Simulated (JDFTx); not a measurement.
## K in JDFTx: convergence with n bands

Input of the first run (n bands 6); the others differ in this setting and in those tied to it:

The input K.in:

```
lattice \
   -5.0976468017     5.0976468017     5.0976468017 \
    5.0976468017    -5.0976468017     5.0976468017 \
    5.0976468017     5.0976468017    -5.0976468017
coords-type Lattice
ion K      0.0000000000     0.0000000000     0.0000000000 1

ion-species pseudo/K.upf
elec-cutoff 37
elec-ex-corr gga-PBEsol
kpoint-folding 7 7 7
elec-smearing Fermi 0.0018374661
elec-n-bands 6
electronic-SCF nIterations 100 energyDiffThreshold 1e-09
electronic-minimize nIterations 30 energyDiffThreshold 1e-7
converge-empty-states yes
forces-output-coords Cartesian

dump-name run.$VAR
dump End Ecomponents EigStats BandEigs Kpoints Forces Stress
```

Potentials or basis: PseudoDojo-SR-PBEsol-0.4.1-standard.

Run with:

```sh
$ jdftx -c 1 -i K.in -o K.out
```

Hardware: 1 thread of Intel(R) Xeon(R) Platinum 8488C (Sapphire Rapids), on a shared host.

```tsv
n bands	energy less the tightest run, at zero smearing (meV/atom)	SCF cycles	CPU time (s)	peak memory (GiB)
6	0.00	21	39	0.1
7	0.00	21	44	0.1
8	0.00	17	45	0.1
9	0.00	16	50	0.11
11	0.00	13	50	0.11
15	0.00	10	50	0.12
21	0.00	9	59	0.14
```

Against the tightest run, the energy stays within 1 meV/atom from 6 on. The tightest run that finished is the yardstick and may itself not be fully converged.
